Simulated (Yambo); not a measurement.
# BAs (F-43m) in Yambo: further runs, part 2 of 2

Yambo 5.3.0.

**5. Energy-loss spectrum, PBE**

Contents of eels3.in:

```
optics
chi
Chimod= "HARTREE"
% BndsRnXd
 1 | 39 |
%
NGsBlkXd= 3 Ry
% LongDrXd
 1 | 1 | 1 |
%
% QpntsRXd
 5 | 5 |
%
% EnRngeXd
 0 | 50 | eV
%
% DmRngeXd
 0.3 | 0.3 | eV
%
ETStpsXd= 250
```

Contents of scf.in:

```
&CONTROL
  calculation = 'scf'
  prefix = 'pwscf'
  outdir = './tmp'
  pseudo_dir = './pseudo'
/
&SYSTEM
  ibrav = 0
  nat = 2
  ntyp = 2
  ecutwfc = 84
  nbnd = 15
  occupations = 'smearing'
  smearing = 'fd'
  degauss = 0.00367493
  force_symmorphic = .true.
/
&ELECTRONS
  conv_thr = 4d-10
  electron_maxstep = 120
  mixing_beta = 0.5
/
ATOMIC_SPECIES
As    74.9216 As.upf
B     10.8100 B.upf
CELL_PARAMETERS angstrom
   0.0000000000    2.3885000000    2.3885000000
   2.3885000000    0.0000000000    2.3885000000
   2.3885000000    2.3885000000    0.0000000000
ATOMIC_POSITIONS crystal
As     0.7500000000    0.7500000000    0.7500000000
B      0.0000000000    0.0000000000    0.0000000000
K_POINTS automatic
12 12 12 0 0 0
```

Contents of nscf.in:

```
&CONTROL
  calculation = 'nscf'
  prefix = 'pwscf'
  outdir = './tmp'
  pseudo_dir = './pseudo'
/
&SYSTEM
  ibrav = 0
  nat = 2
  ntyp = 2
  ecutwfc = 84
  nbnd = 39
  occupations = 'fixed'
  force_symmorphic = .true.
/
&ELECTRONS
  conv_thr = 1d-08
  diago_full_acc = .true.
  diago_thr_init = 1d-06
/
ATOMIC_SPECIES
As    74.9216 As.upf
B     10.8100 B.upf
CELL_PARAMETERS angstrom
   0.0000000000    2.3885000000    2.3885000000
   2.3885000000    0.0000000000    2.3885000000
   2.3885000000    2.3885000000    0.0000000000
ATOMIC_POSITIONS crystal
As     0.7500000000    0.7500000000    0.7500000000
B      0.0000000000    0.0000000000    0.0000000000
K_POINTS automatic
12 12 12 0 0 0
```

Potentials or basis: PseudoDojo 0.4.1 SR PBE standard.

Run with:

```console
> OMP_NUM_THREADS=1 pw.x -in scf.in > scf.out
> OMP_NUM_THREADS=1 pw.x -in nscf.in > nscf.out
> cd tmp/pwscf.save; p2y; mv SAVE ../..; cd ../..
> OMP_NUM_THREADS=1 yambo
> OMP_NUM_THREADS=1 yambo -F eels3.in -J eels3 -C eels3_out
```

Yambo's report:

```text
[... sections 02.01 to 02.04 as in the set-up run ...]

  [02.05] Energies & Occupations
  ==============================

  [X] === General ===
  [X] Electronic Temperature                        :  0.000000  0.000000 [eV K]
  [X] Bosonic    Temperature                        :  0.000000  0.000000 [eV K]
  [X] Finite Temperature mode                       : no
  [X] El. density                                   :  0.66049E+24 [cm-3]
  [X] Fermi Level                                   :  11.34190 [eV]

  [X] === Gaps and Widths ===
  [X] Conduction Band Min                           :  1.203619 [eV]
  [X] Valence Band Max                              :  0.000000 [eV]
  [X] Filled Bands                                  :   9
  [X] Empty Bands                                   :   10   39
  [X] Direct Gap                                    :  3.292603 [eV]
  [X] Direct Gap localized at k                     :  1
  [X] Indirect Gap                                  :  1.203619 [eV]
  [X] Indirect Gap between kpts                     :    1   40
  [X] Last valence band width                       :  5.184510 [eV]
  [X] 1st conduction band width                     :  4.074745 [eV]

 [03] Transferred momenta grid and indexing
 ==========================================

 IBZ Q-points                                      :   72
 BZ  Q-points                                      :  1728

 K/Q-points units:
 rlu = crystal or reduced units; cc = cartesian coordinates; iku = interal k-units

 Q [ 1]         [rlu]:  0.000000  0.000000  0.000000
 Q [ 2]         [rlu]: -0.24778E-18 -0.24778E-18  0.83333E-01
 Q [ 3]         [rlu]: -0.44040E-17 -0.44040E-17  0.16667
 Q [ 4]         [rlu]:  0.31652E-17  0.31652E-17  0.25000
 Q [ 5]         [rlu]: -0.88081E-17 -0.88081E-17  0.33333
 Q [ 6]         [rlu]:  0.26696E-17  0.26696E-17  0.41667
 Q [ 7]         [rlu]: -0.63303E-17 -0.63303E-17 -0.50000
 Q [ 8]         [rlu]: -0.45012E-17  0.83333E-01  0.83333E-01
 Q [ 9]         [rlu]: -0.63086E-17  0.83333E-01  0.16667
 Q [10]         [rlu]: -0.20434E-16  0.83333E-01  0.25000
 Q [11]         [rlu]:  0.31652E-17  0.83333E-01  0.33333
 Q [12]         [rlu]: -0.52957E-17  0.83333E-01  0.41667
 Q [13]         [rlu]:  0.77665E-17  0.83333E-01  0.50000
 Q [14]         [rlu]: -0.28180E-17  0.83333E-01 -0.41667
 Q [15]         [rlu]: -0.61820E-17  0.83333E-01 -0.33333
[... 33 lines left out ...]
 Q [49]         [rlu]:  0.083333  0.250000  0.333333
 Q [50]         [rlu]:  0.083333  0.250000  0.416667

 Remaining 22 points informations can be written running with -fatlog

 [04] Optics
 ===========

 [WF-X loader] Normalization (few states)  min/max  :  0.24016E-17   1.0000

 [X-CG] R(p) Tot o/o(of R):    63421   466560      100
```

o-eels3.eel_q5_inv_rpa_dyson:

```text
# Electron Energy Loss @ Q(5):  0.166666667     0.166666667    -0.166666667    [iku]
#
# [ X ] Hartree size                              :  27
# [GEN] GF Energies                               : Perdew, Burke & Ernzerhof(X)+Perdew, Burke & Ernzerhof(C)
# [GEN] Green`s Function                          : T-ordered
#
#    E[1] [eV]          Im(eel)            Re(eel)            Im(eel_o)          Re(eel_o)
#
        0.000000           0.005678          -0.246509           0.005810          -0.223398
        0.200803           0.005686          -0.246412           0.005818          -0.223300
        0.401606           0.005710          -0.246123           0.005842          -0.223002
        0.602410           0.005750          -0.245640           0.005883          -0.222505
        0.803213           0.005807          -0.244957           0.005942          -0.221803
        1.004016           0.005884          -0.244072           0.006021          -0.220892
[... 242 lines left out ...]
        49.79920           0.091785          -1.124275           0.110692          -1.118879
        50.00000           0.095550          -1.120125           0.117031          -1.115927
#
```

Wall time 3.5 min (1 thread of Arm Neoverse V1, shared host); peak memory 0.67 GiB.

Results:

| Property | Result |
| --- | --- |
| Band gap on the k mesh, mean-field level | 1.20 eV, indirect (least direct gap 3.29 eV) |
| Peak of the energy-loss function | 22.1 eV |

Energy-loss function at q = [0.0, 0.0, 0.33333] (reciprocal lattice):
```csv
energy (eV),loss
0.0,0.006
2.2,0.007
4.4,0.022
6.4,0.046
8.6,0.078
10.8,0.166
13.1,0.349
15.3,0.456
17.5,0.632
19.5,1.234
21.7,2.956
23.9,2.084
26.1,1.046
28.3,0.556
30.5,0.363
32.5,0.223
34.7,0.151
36.9,0.109
39.2,0.132
41.4,0.180
43.6,0.173
45.6,0.193
47.8,0.122
50.0,0.096
```

A k mesh can miss the band edges. A hybrid or GW would open this gap; PBE tends to underestimate it.
